**Where the top valence states of a two-layer WS₂ slab sit**

A slab of two WS₂ layers was computed with scalar-relativistic PBE. All states between −1.15 eV and the mid-gap zero were summed into one density, which was then divided among the six atomic planes. In the table, plane formula names the atom that makes up a plane, plane height is its position in Å relative to the top atom, and plane share is the fraction of the window's states assigned to it. The discussion follows the lower layer: row 1 (outer S), row 2 (W) and row 3 (inner S).

Ansatz 0.2.0, scalar-relativistic PBE+D3(BJ) with plane waves and PAW, no spin polarization, for a two-layer WS₂ slab; cutoff 420 eV, 27 × 27 × 1 k mesh, Gaussian smearing 0.05 eV. Plane shares cover the states from −1.15 to 0 eV, with zero at mid-gap and every state counted full; plane heights are measured from the top atom.

| row | plane share | plane formula | plane height (Å) |
| --- | --- | --- | --- |
| 1 | 0.115 | S | -20.081 |
| 2 | 0.269 | W | -18.513 |
| 3 | 0.116 | S | -16.946 |
| 4 | 0.116 | S | -3.135 |
| 5 | 0.269 | W | -1.568 |
| 6 | 0.115 | S | 0.000 |

**(a) Row 1 faces the outside of the slab and row 3 faces the second layer. Do their shares show a surface state that decays into the slab?**

*Solution.* The heights have to be read before the shares. Within a layer the planes are 1.57 Å apart, but row 3 and row 4, the two facing S planes, are separated by $-3.135-(-16.946)=13.81$ Å. In bulk WS₂ that distance is roughly 3 Å, a recalled value. The slab is therefore a pair of isolated monolayers and not a bound bilayer, and row 3 looks into vacuum just as row 1 does.

How little the layers feel each other follows from the decay of these states into vacuum. The same calculation gives a decay constant that corresponds to $\kappa = 1.21$ Å⁻¹ for the wavefunction amplitude. Widening the gap from the bulk value to the present one multiplies the amplitude at the opposite layer by $e^{-\kappa(13.8-3)}\approx 2\times10^{-6}$. This is an order of magnitude only, since the decay is extrapolated beyond the heights where it was read, and the run warns that the exchange-correlation potential is rough in exactly such thin density.

Two uncoupled, equivalent layers fix the pattern up to one number. Each layer holds half of the states. An isolated layer has a mirror plane through W, so its two S planes hold equal parts. If $w$ is the fraction of a layer's states on W, then

$$\text{share(W)} = \frac{w}{2}, \qquad \text{share(S)} = \frac{1-w}{4}.$$

A least-squares fit to all six rows, the three followed here among them, gives $w = 0.538$, and no row is missed by more than 0.0005, the rounding of the table.

Most of this agreement is built into the geometry. The upper layer is very nearly the mirror image of the lower one, so the layer sums of 0.500 are no evidence that states spread over both layers. What the fit does test is whether the inner and outer faces of one layer agree. Row 1 has 0.115 and row 3 has 0.116, one unit in the last digit, and rows 6 and 4 merely repeat that pair by reflection. This is the only irregularity of the table, it has the size of the rounding, and no surface state or decay can be read from it.

**(b) The window reaches 1.15 eV below the zero of energy. Which states does it actually contain?**

*Solution.* The zero lies in the middle of the gap, and the highest filled level of the run is at −0.907 eV. Most of the window is therefore empty gap. Only the top $\Delta E = 1.15-0.907 = 0.243$ eV of the valence band is sampled, which is why the window holds about half a state per cell. The shares describe the band edge and not the valence band as a whole.

The state count can be turned into a number of mesh points. The $27\times27$ mesh has $N_k = 729$ points, and each level occurs for two spins and in two equivalent layers. Then $0.510288\times729/4 = 93.0$ points per layer lie in the window. On this hexagonal mesh, with time reversal, symmetry groups the points into sets: the zone centre Γ stands alone, the two zone corners K form a pair, and all other points come in sets of six or twelve.

The remainder after division by six then acts as a label. For the filled window it is 3, which is Γ plus the K pair if a single band contributes. The empty window of the same depth above the gap serves as a control: it has 38 points per layer and remainder 2, the K pair without Γ. The counts are results of the run, while the assignment is an argument from symmetry. It agrees with the known band structure of such monolayers, whose valence band has maxima of similar height at K and Γ.

How the points divide between the valleys can be estimated for parabolic bands. A valley of mass $m$ is filled to $k^2 = 2m\Delta E/\hbar^2$ and covers the area $\pi k^2$ out of a zone of area $(2\pi)^2/A$, where $A = (\sqrt3/2)(3.184\ \text{Å})^2 = 8.78$ Å² is the cell area. With $\hbar^2/m_e = 7.62$ eV Å²,

$$N = \frac{m A\,\Delta E\,N_k}{2\pi\hbar^2} = \frac{8.78\times0.243\times729}{2\pi\times7.62}\,\frac{m}{m_e} = 32.5\,\frac{m}{m_e}.$$

Two K valleys alone would need $m = 93/(2\times32.5) = 1.43\,m_e$ to fill the window.

The K hole mass is roughly 0.4 to 0.5 $m_e$, again a recalled value. With K taken as the top of the band, these masses leave 72 % to 65 % of the points to the flat, heavy valley around Γ. That about two thirds of the window is Γ-like thus rests on a recalled mass, on parabolic bands and on there being no third valley; the run itself shows only the total. The physical point is that in two dimensions the number of states per energy is proportional to the mass, so a heavy valley can dominate a window even if it starts below the band top.

The vacuum tail offers a check on which valleys are present. A state decays under a barrier equal to its depth below the vacuum level plus its in-plane kinetic energy, which is zero at Γ and large at K. For the filled window the run's barrier of 5.61 eV lies close to the 5.72 eV expected at Γ and far from the K value. In the control the barrier of 4.95 eV lies far below the 10.5 eV expected for K, so K states alone cannot make that tail. A likely source is the side valley that the conduction band of such monolayers is known to have about halfway between Γ and K. The in-plane energy there is about a quarter of that at K, which puts the barrier near 5.6 eV, still somewhat above the run's value but much closer to it. Points in that valley come in sixes and twelves, so the remainder cannot show them. A tail is governed by its slowest-decaying part. It therefore supports the presence of states near Γ in the filled window, but does not tell how many there are.

**(c) Why does row 2 hold more than rows 1 and 3, and why do the S planes still hold so much?**

*Solution.* Two simple limits bracket the result. Equal shares of 1/6 per atom fall short on row 2 by 0.102 in share. The ionic picture, W⁴⁺ with two d electrons above closed S²⁻ shells, puts the whole band edge on W and overshoots row 2 by 0.231. The table lies between them: a W plane holds 2.33 times as much as one S plane, yet the S planes together carry 0.462 of the total.

The preference for W is standard ligand-field physics. Six S atoms surround W in a trigonal prism, which splits one d-derived band off below the others. The two d electrons fill it, and it becomes the top valence band above the mainly S p bands. Its character is known to change across the zone, from the in-plane orbitals $d_{xy}$ and $d_{x^2-y^2}$ with some S $p_x$ and $p_y$ at K to $d_{z^2}$ mixed more strongly with S $p_z$ at Γ. This orbital assignment comes from theory, since shares by plane do not resolve orbitals.

A heteronuclear diatomic molecule with one orbital per atom is the simplest analogue of the mixing. One partner is the W d orbital, the other the mirror-even combination of p orbitals on the two S atoms, lying an energy $\Delta$ lower and coupled by $V$. The upper mixed level has the weight $\tfrac12\left[1+\Delta/\sqrt{\Delta^2+4V^2}\right]$ on W, more than half for positive $\Delta$, and the rest is split equally between rows 1 and 3. The analogy ends there: $\Delta$ and $V$ vary with the wavevector, and a share of space is not an orbital weight. The fitted $w$ should not be inverted into a ratio $V/\Delta$.

The difference between space and orbital matters because the W layer is thin. Suppose, as a guess, that space is cut midway between planes, 0.78 Å above and below W. A crude Slater-type d orbital then keeps about 0.9 or more of its density inside the W slice if it lies in the plane, but only about two thirds if it is $d_{z^2}$, whose lobes point along the normal. These figures give the direction and rough size of the spill and no more. Spill of W d density and d–p mixing both move share from row 2 to rows 1 and 3, while S p density that reaches past the midplane moves some back. The table cannot separate these parts.

Parts (b) and (c) join at this point. On the theoretical picture above, both contributions are stronger for Γ states than for K states, and the counting argument makes the window mostly Γ-like, which would account for a W lead that is clear per plane but slight in total. The same reasoning says that a window richer in K states should raise row 2 at the expense of its neighbours; one window cannot test this. Spin-orbit coupling, absent from this run, bites here: it splits the K valence states by roughly 0.4 eV (recalled), more than the sampled 0.243 eV. It would change the mix of valleys in the window, so the value of $w$ belongs to these Kohn-Sham levels, while the mirror pattern S–W–S would remain. The printed output below lists the residuals row by row and the counts used.

Printed output of the fit:

```
spacings (A): 1.568 1.567 13.811 1.567 1.568
facing S-S 13.81 A, W-W 16.95 A, outer vacuum 17.99 A
layer sums 0.500 0.500; W total 0.538, S total 0.462
W/S per plane 2.33; spread of S shares 0.001; rounding +-0.0005
fit W=w/2, S=(1-w)/4: w = 0.538
row atom share | table minus: fit, equal per atom, ionic d2
1 S 0.115 | -0.0005 -0.052 +0.115
2 W 0.269 | +0.0000 +0.102 -0.231
3 S 0.116 | +0.0005 -0.051 +0.116
4 S 0.116 | +0.0005 -0.051 +0.116
5 W 0.269 | +0.0000 +0.102 -0.231
6 S 0.115 | -0.0005 -0.052 +0.115
largest misfit: fit 0.0005, equal 0.102, ionic 0.231
amplitude decay 1.21 1/A; loss from about 3 A (rough recalled bulk) to 13.8 A: 2e-06
sampled band depth 0.243 eV
mesh points per layer: filled 93.00, empty window 38.00
remainder mod 6: filled 3, empty 2 (Gamma weighs 1, K 2, others 6 or 12)
mean weight per filled level 7.15 (above 6: time reversal used)
points per valley per unit mass 32.5; K mass needed if K alone: 1.43 m_e
K mass 0.4 (recalled): K holds 26 points, left for Gamma 72%
K mass 0.5 (recalled): K holds 32 points, left for Gamma 65%
in-plane kinetic energy at K 6.6 eV
barrier filled: run 5.61 eV; free decay at Gamma 5.72, at K 12.3
barrier empty:  run 4.95 eV; free decay at Gamma 3.91, at K 10.5
midplane distance from W 0.78 A; crude Slater d orbital, part inside:
peak radius 0.8 A: dz2 about 0.7, in-plane d about 1.0
peak radius 1.0 A: dz2 about 0.6, in-plane d about 0.9
```
